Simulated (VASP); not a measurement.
# Sr (P6_3/mmc) in VASP: further runs

Runs on Sr. Level: PBE. Tasks: single point.

Everything below comes from runs of VASP 6.6.1. Logs are shortened: lines on timing, memory, paths and dates and some standing lists are left out, and cuts for length are marked.

## 1. The structure

The structure is hexagonal, space group P6_3/mmc (No. 194). The conventional cell has a = 4.310 Å, b = 4.310 Å, c = 7.050 Å, α = 90.00°, β = 90.00°, γ = 120.00°. Around Sr (site symmetry -6m2) lie 12 Sr at 4.31 Å.

This isn't the form of Sr at room conditions, which is fcc.

## 2. Single point, PBE

File INCAR:

```
SYSTEM = Sr
  ADDGRID = .False.
  ALGO = Normal
  EDIFF = 1E-6
  ENCUT = 400
  GGA = PE
  ISIF = 2
  ISMEAR = 0
  LASPH = .True.
  LCHARG = .False.
  LREAL = .False.
  LWAVE = .False.
  NBANDS = 17
  NELM = 100
  PREC = Accurate
  SIGMA = 0.1
```

File KPOINTS:

```
k-points
0
Gamma
  4 4 2
  0 0 0
```

File POSCAR:

```
Sr
1.0
    4.3100000000      0.0000000000      0.0000000000
   -2.1550000000      3.7325694903      0.0000000000
    0.0000000000      0.0000000000      7.0500000000
Sr
2
Direct
    0.6666666667      0.3333333333      0.7500000000
    0.3333333333      0.6666666667      0.2500000000
```

Potentials or basis: VASP PAW PBE potentials, release 64 (Sr_sv).

Launch:

```console
$ cat potpaw_PBE.64/Sr_sv/POTCAR > POTCAR
$ mpirun -np 1 vasp_std > vasp.out
```

OUTCAR:

```text
SYSTEM = Sr
   EDIFF = 1E-6
   ENCUT = 400
   GGA = PE
   ISIF = 2
   ISMEAR = 0
   LASPH = .True.
   LREAL = .False.
   NELM = 100
   PREC = Accurate

 Found      8 irreducible k-points:

 Following reciprocal coordinates:
            Coordinates               Weight
  0.000000  0.000000  0.000000      1.000000
  0.250000  0.000000  0.000000      6.000000
  0.500000  0.000000  0.000000      3.000000
  0.250000  0.250000  0.000000      6.000000
  0.000000  0.000000  0.500000      1.000000
  0.250000  0.000000  0.500000      6.000000
   k-points           NKPTS =      8   k-points in BZ     NKDIM =      8   number of bands    NBANDS=     17
   number of dos      NEDOS =    301   number of ions     NIONS =      2
   total plane-waves  NPLWV =  37632
   dimension x,y,z NGX =    28 NGY =   28 NGZ =   48
   dimension x,y,z NGXF=    56 NGYF=   56 NGZF=   96
   ions per type =               2
   NGX,Y,Z   is equivalent  to a cutoff of  10.80, 10.80, 11.32 a.u.
   NGXF,Y,Z  is equivalent  to a cutoff of  21.60, 21.60, 22.64 a.u.
 SYSTEM =  Sr
   PREC   = accura    normal or accurate (medium, high low for compatibility)
   ISTART =      0    job   : 0-new  1-cont  2-samecut
   ICHARG =      2    charge: 1-file 2-atom 10-const
   ISPIN  =      1    spin polarized calculation?
   LNONCOLLINEAR =      F non collinear calculations
   LSORBIT =      F    spin-orbit coupling
   LASPH  =      T    aspherical Exc in radial PAW
   ENCUT  =  400.0 eV  29.40 Ry    5.42 a.u.   7.03  7.03 11.50*2*pi/ulx,y,z
   NELM   =    100;   NELMIN=  2; NELMDL= -5     # of ELM steps
   EDIFF  = 0.1E-05   stopping-criterion for ELM
   LREAL  =      F    real-space projection
   EDIFFG = 0.1E-04   stopping-criterion for IOM
   NSW    =      0    number of steps for IOM
   IBRION =     -1    ionic relax: 0-MD 1-quasi-New 2-CG
   NFREE  =      0    steps in history (QN), initial steepest desc. (CG)
   ISIF   =      2    stress and relaxation
   ISYM   =      2    0-nonsym 1-usesym 2-fastsym
   POTIM  = 0.5000    time-step for ionic-motion
   TEBEG  =    0.0;   TEEND  =   0.0 temperature during run
   PSTRESS=    0.0 pullay stress
   NELECT =      20.0000    total number of electrons
   NUPDOWN=      -1.0000    fix difference up-down
   EMIN   =  10.00;   EMAX   =-10.00  energy-range for DOS
   EFERMI =   0.00;   METHOD = LEGACY
   ISMEAR =     0;   SIGMA  =   0.10  broadening in eV -4-tet -1-fermi 0-gaus
   EFERMI_NEDOS =   21; number of points for ismear=-14 and -15
   IALGO  =     38    algorithm
   IMIX   =      4    mixing-type and parameters
     AMIX     =   0.40;   BMIX     =  1.00
     AMIX_MAG =   1.60;   BMIX_MAG =  1.00
  volume/ion in A,a.u.               =      56.71       382.68
  Fermi-wavevector in a.u.,A,eV,Ry     =   0.918037  1.734838 11.466874  0.842791
  Thomas-Fermi vector in A             =   2.043073
   LORBIT       =      0    0 simple, 1 ext, 2 COOP (PROOUT), +10 PAW based schemes
   GGA     = PE    functional components
   LHFCALC =     F    Hartree Fock is set to
   AEXX    =    0.0000 exact exchange contribution
   IVDW    =     0    specifies the selected vdW correction
   LEPSILON=     F    determine dielectric tensor
   LRPA    =     F    only Hartree local field effects (RPA)
 non-spin polarized calculation
 Gauss-broadening in eV      SIGMA  =   0.10
  energy-cutoff  :      400.00
  volume of cell :      113.42
 maximum number of plane-waves:      2071
   NGX = 15   NGY = 15   NGZ = 23

 number of electron      20.0000001 magnetization

 Free energy of the ion-electron system (eV)
  ---------------------------------------------------
  ext. energy  EPLUGINS =         0.00000000
  ---------------------------------------------------
  free energy    TOTEN  =        -3.28111163 eV

  energy without entropy =       -3.26430423  energy(sigma->0) =       -3.27270793

 E-fermi :   1.5275     XC(G=0):  -7.2596

 val. band max:        1.5011985946   @ k =   0.0000   0.0000   0.0000
 cond. band min:       1.5782743829   @ k =   0.5000   0.0000   0.0000
 fundamental gap:      0.0770757883
 Fermi energy:         1.5275139751

 k-point     1 :       0.0000    0.0000    0.0000
  band No.  band energies     occupation
      1     -35.1961      2.00000
      2     -35.1842      2.00000
      3     -17.2497      2.00000
      4     -17.1161      2.00000
      5     -17.1161      2.00000
      6     -17.0921      2.00000
      7     -17.0921      2.00000
      8     -17.0755      2.00000
      9      -2.1234      2.00000
     10       0.3601      2.00000
     11       1.5012      1.29022
     12       3.7484      0.00000
     13       3.7484      0.00000
     14       3.7513      0.00000
     15       4.1416      0.00000
     16       4.1416      0.00000
     17       4.6544      0.00000

 k-point     2 :       0.2500    0.0000    0.0000
  band No.  band energies     occupation
      1     -35.1905      2.00000
      2     -35.1817      2.00000
      3     -17.2183      2.00000
      4     -17.1833      2.00000
      5     -17.1600      2.00000
      6     -17.1366      2.00000
      7     -17.1039      2.00000
      8     -17.0889      2.00000
      9      -1.2970      2.00000
     10       1.1612      2.00000
     11       1.4822      1.47813
     12       2.4732      0.00000
     13       3.2280      0.00000
     14       3.5968      0.00000
     15       4.0471      0.00000
     16       4.5151      0.00000
     17       4.5286      0.00000

 k-point     3 :       0.5000    0.0000    0.0000
  band No.  band energies     occupation
      1     -35.1841      2.00000
      2     -35.1802      2.00000
      3     -17.2511      2.00000
      4     -17.2244      2.00000
      5     -17.1728      2.00000
      6     -17.1561      2.00000
      7     -17.1166      2.00000
      8     -17.1164      2.00000
      9       0.3731      2.00000
     10       0.9296      2.00000
     11       1.5783      0.47284
     12       1.7394      0.00273
     13       2.7658      0.00000
     14       3.3169      0.00000
     15       3.6550      0.00000
     16       5.6849      0.00000
     17       6.2566      0.00000

 k-point     4 :       0.2500    0.2500    0.0000
  band No.  band energies     occupation
      1     -35.1841      2.00000
      2     -35.1802      2.00000
      3     -17.2220      2.00000
      4     -17.2109      2.00000
      5     -17.1733      2.00000
      6     -17.1704      2.00000
      7     -17.1461      2.00000
      8     -17.1159      2.00000
      9       0.1103      2.00000
     10       1.6742      0.03801
     11       1.7052      0.01195
     12       1.7314      0.00393
     13       3.0040      0.00000
     14       3.0867      0.00000
     15       3.1362      0.00000
     16       4.9499      0.00000
     17       5.1272      0.00000

 k-point     5 :       0.0000    0.0000    0.5000
  band No.  band energies     occupation
      1     -35.1901      2.00000
      2     -35.1901      2.00000
      3     -17.1638      2.00000
      4     -17.1638      2.00000
      5     -17.1042      2.00000
      6     -17.1042      2.00000
      7     -17.1042      2.00000
      8     -17.1042      2.00000
      9      -1.2085      2.00000
     10      -1.2085      2.00000
     11       2.7425      0.00000
     12       2.7425      0.00000
     13       3.7456      0.00000
     14       3.7456      0.00000
     15       3.7456      0.00000
     16       3.7456      0.00000
     17       5.5746      0.00000

 k-point     6 :       0.2500    0.0000    0.5000
  band No.  band energies     occupation
      1     -35.1861      2.00000
      2     -35.1861      2.00000
      3     -17.1981      2.00000
      4     -17.1981      2.00000
      5     -17.1275      2.00000
      6     -17.1275      2.00000
      7     -17.1203      2.00000
      8     -17.1203      2.00000
      9      -0.4692      2.00000
     10      -0.4692      2.00000
     11       2.5010      0.00000
     12       2.5010      0.00000
     13       3.0547      0.00000
     14       3.0547      0.00000
     15       4.2239      0.00000
     16       4.2239      0.00000
     17       5.4737      0.00000

 [... further k-points ...]

------------------------ aborting loop because EDIFF is reached ----------------------------------------

  FORCE on cell =-STRESS in cart. coord.  units (eV):
  Direction    XX          YY          ZZ          XY          YZ          ZX
  --------------------------------------------------------------------------------------
  -------------------------------------------------------------------------------------
  Total       -0.4857027     -0.4857027      0.5021881      0.0000000      0.0000000      0.0000000
  in kB       -6.8613070     -6.8613070      7.0941884      0.0000000      0.0000000      0.0000000
  external PRESSURE =      -2.2094752 kB  Pullay stress =       0.0000000 kB

 VOLUME and BASIS-vectors are now :
 -----------------------------------------------------------------------------
  energy-cutoff  :      400.00
  volume of cell :      113.42
      direct lattice vectors                 reciprocal lattice vectors
     4.310000000  0.000000000  0.000000000     0.232018561  0.133955979  0.000000000
    -2.155000000  3.732569490  0.000000000     0.000000000  0.267911958  0.000000000
     0.000000000  0.000000000  7.050000000     0.000000000  0.000000000  0.141843972

 POSITION                                       TOTAL-FORCE (eV/Angst)
 -----------------------------------------------------------------------------------
      2.15500      1.24419      5.28750        -0.000000      0.000000      0.000000
     -0.00000      2.48838      1.76250         0.000000      0.000000      0.000000
 -----------------------------------------------------------------------------------
    total drift:                                0.000000     -0.000000      0.000000

  FREE ENERGIE OF THE ION-ELECTRON SYSTEM (eV)
  ---------------------------------------------------
  free  energy   TOTEN  =        -3.2811116275 eV

  energy  without entropy=       -3.2643042298  energy(sigma->0) =       -3.27270793
```

Wall time 4.9 s (1 thread of Intel Xeon 6975P-C (Granite Rapids), shared host); peak memory 0.18 GiB.

The run converged, but some of its settings lie outside the range that counts as converged, so its numbers aren't taken as properties of the crystal.

What came out:

```
Free energy            : -3.2811 eV
Pressure               : -0.2 GPa
Band gap on the k mesh : none (metal or under the smearing width)
```

Caveat: the k mesh is coarse (spacing up to 0.45 Å⁻¹), so the values aren't converged.

## 3. Single point, PBE

INCAR is that of step 2.

KPOINTS is that of step 2.

File POSCAR:

```
Sr
1.0
    4.3100000000      0.0000000000      0.0000000000
   -2.1550000000      3.7325694903      0.0000000000
    0.0000000000      0.0000000000      7.0500000000
Sr
2
Direct
    0.6432960000      0.3178180000      0.7464440000
    0.3199860000      0.6535770000      0.2508690000
```

Potentials or basis: VASP PAW PBE potentials, release 64 (Sr_sv).

Launch:

```console
$ cat potpaw_PBE.64/Sr_sv/POTCAR > POTCAR
$ mpirun -np 1 vasp_std > vasp.out
```

OUTCAR:

```text
SYSTEM = Sr
   EDIFF = 1E-6
   ENCUT = 400
   GGA = PE
   ISIF = 2
   ISMEAR = 0
   LASPH = .True.
   LREAL = .False.
   NELM = 100
   PREC = Accurate

 Found     20 irreducible k-points:

 Following reciprocal coordinates:
            Coordinates               Weight
  0.000000  0.000000  0.000000      1.000000
  0.250000  0.000000  0.000000      2.000000
  0.000000  0.250000  0.000000      2.000000
 -0.250000  0.250000  0.000000      2.000000
  0.500000  0.000000  0.000000      1.000000
  0.000000  0.500000  0.000000      1.000000
   k-points           NKPTS =     20   k-points in BZ     NKDIM =     20   number of bands    NBANDS=     17
   number of dos      NEDOS =    301   number of ions     NIONS =      2
   total plane-waves  NPLWV =  37632
   dimension x,y,z NGX =    28 NGY =   28 NGZ =   48
   dimension x,y,z NGXF=    56 NGYF=   56 NGZF=   96
   ions per type =               2
   NGX,Y,Z   is equivalent  to a cutoff of  10.80, 10.80, 11.32 a.u.
   NGXF,Y,Z  is equivalent  to a cutoff of  21.60, 21.60, 22.64 a.u.
 SYSTEM =  Sr
   PREC   = accura    normal or accurate (medium, high low for compatibility)
   ISTART =      0    job   : 0-new  1-cont  2-samecut
   ICHARG =      2    charge: 1-file 2-atom 10-const
   ISPIN  =      1    spin polarized calculation?
   LNONCOLLINEAR =      F non collinear calculations
   LSORBIT =      F    spin-orbit coupling
   LASPH  =      T    aspherical Exc in radial PAW
   ENCUT  =  400.0 eV  29.40 Ry    5.42 a.u.   7.03  7.03 11.50*2*pi/ulx,y,z
   NELM   =    100;   NELMIN=  2; NELMDL= -5     # of ELM steps
   EDIFF  = 0.1E-05   stopping-criterion for ELM
   LREAL  =      F    real-space projection
   EDIFFG = 0.1E-04   stopping-criterion for IOM
   NSW    =      0    number of steps for IOM
   IBRION =     -1    ionic relax: 0-MD 1-quasi-New 2-CG
   NFREE  =      0    steps in history (QN), initial steepest desc. (CG)
   ISIF   =      2    stress and relaxation
   ISYM   =      2    0-nonsym 1-usesym 2-fastsym
   POTIM  = 0.5000    time-step for ionic-motion
   TEBEG  =    0.0;   TEEND  =   0.0 temperature during run
   PSTRESS=    0.0 pullay stress
   NELECT =      20.0000    total number of electrons
   NUPDOWN=      -1.0000    fix difference up-down
   EMIN   =  10.00;   EMAX   =-10.00  energy-range for DOS
   EFERMI =   0.00;   METHOD = LEGACY
   ISMEAR =     0;   SIGMA  =   0.10  broadening in eV -4-tet -1-fermi 0-gaus
   EFERMI_NEDOS =   21; number of points for ismear=-14 and -15
   IALGO  =     38    algorithm
   IMIX   =      4    mixing-type and parameters
     AMIX     =   0.40;   BMIX     =  1.00
     AMIX_MAG =   1.60;   BMIX_MAG =  1.00
  volume/ion in A,a.u.               =      56.71       382.68
  Fermi-wavevector in a.u.,A,eV,Ry     =   0.918037  1.734838 11.466874  0.842791
  Thomas-Fermi vector in A             =   2.043073
   LORBIT       =      0    0 simple, 1 ext, 2 COOP (PROOUT), +10 PAW based schemes
   GGA     = PE    functional components
   LHFCALC =     F    Hartree Fock is set to
   AEXX    =    0.0000 exact exchange contribution
   IVDW    =     0    specifies the selected vdW correction
   LEPSILON=     F    determine dielectric tensor
   LRPA    =     F    only Hartree local field effects (RPA)
 non-spin polarized calculation
 Gauss-broadening in eV      SIGMA  =   0.10
  energy-cutoff  :      400.00
  volume of cell :      113.42
 maximum number of plane-waves:      2071
   NGX = 15   NGY = 15   NGZ = 23

 number of electron      20.0000000 magnetization

 Free energy of the ion-electron system (eV)
  ---------------------------------------------------
  ext. energy  EPLUGINS =         0.00000000
  ---------------------------------------------------
  free energy    TOTEN  =        -3.28020338 eV

  energy without entropy =       -3.26334062  energy(sigma->0) =       -3.27177200

 E-fermi :   1.5273     XC(G=0):  -7.2595

 val. band max:        1.5013464397   @ k =   0.0000   0.0000   0.0000
 cond. band min:       1.5597156242   @ k =   0.5000   0.0000   0.0000
 fundamental gap:      0.0583691845
 Fermi energy:         1.5272684223

 k-point     1 :       0.0000    0.0000    0.0000
  band No.  band energies     occupation
      1     -35.1963      2.00000
      2     -35.1844      2.00000
      3     -17.2504      2.00000
      4     -17.1180      2.00000
      5     -17.1149      2.00000
      6     -17.0924      2.00000
[... 9 lines left out ...]
     16       4.1557      0.00000
     17       4.6258      0.00000
[... 81 lines left out ...]
 k-point     6 :       0.0000    0.5000    0.0000
  band No.  band energies     occupation
      1     -35.1843      2.00000
      2     -35.1805      2.00000
      3     -17.2516      2.00000
      4     -17.2251      2.00000
      5     -17.1723      2.00000
      6     -17.1561      2.00000
[... 9 lines left out ...]
     16       5.6919      0.00000
     17       6.2480      0.00000

 [... further k-points ...]

------------------------ aborting loop because EDIFF is reached ----------------------------------------

  FORCE on cell =-STRESS in cart. coord.  units (eV):
  Direction    XX          YY          ZZ          XY          YZ          ZX
  --------------------------------------------------------------------------------------
  -------------------------------------------------------------------------------------
  Total       -0.4907691     -0.4761657      0.5045989     -0.0306448      0.0004116      0.0018905
  in kB       -6.9328777     -6.7265813      7.1282449     -0.4329057      0.0058151      0.0267056
  external PRESSURE =      -2.1770714 kB  Pullay stress =       0.0000000 kB

 VOLUME and BASIS-vectors are now :
 -----------------------------------------------------------------------------
  energy-cutoff  :      400.00
  volume of cell :      113.42
      direct lattice vectors                 reciprocal lattice vectors
     4.310000000  0.000000000  0.000000000     0.232018561  0.133955979  0.000000000
    -2.155000000  3.732569490  0.000000000     0.000000000  0.267911958  0.000000000
     0.000000000  0.000000000  7.050000000     0.000000000  0.000000000  0.141843972

 POSITION                                       TOTAL-FORCE (eV/Angst)
 -----------------------------------------------------------------------------------
      2.08771      1.18628      5.26243         0.010036      0.001913      0.045526
     -0.02932      2.43952      1.76863        -0.010036     -0.001913     -0.045526
 -----------------------------------------------------------------------------------
    total drift:                                0.000002     -0.000003     -0.000001

  FREE ENERGIE OF THE ION-ELECTRON SYSTEM (eV)
  ---------------------------------------------------
  free  energy   TOTEN  =        -3.2802033799 eV

  energy  without entropy=       -3.2633406181  energy(sigma->0) =       -3.27177200
```

Run time: 9.8 s. Hardware: 1 thread of Intel Xeon 6975P-C (Granite Rapids), shared host; peak memory 0.18 GiB.

The run converged, but some of its settings lie outside the range that counts as converged, so its numbers aren't taken as properties of the crystal.

Results:

* Free energy: -3.2802 eV
* Pressure: -0.2 GPa
* Largest force: 0.047 eV/Å
* Band gap on the k mesh: none (metal or under the smearing width)

Caveat: the k mesh is coarse (spacing up to 0.45 Å⁻¹), so the values aren't converged.

## 4. The reference run

An earlier run on the cell as given: functional PBE; potentials or basis VASP PAW PBE potentials, release 64 (Sr_sv); cutoff 520 eV; k mesh 7 × 7 × 4; occupations fermi-dirac, width 0.05 eV; no spin polarisation.

- Pressure: -0.3 GPa
- Band gap on the k mesh: none (metal or under the smearing width)
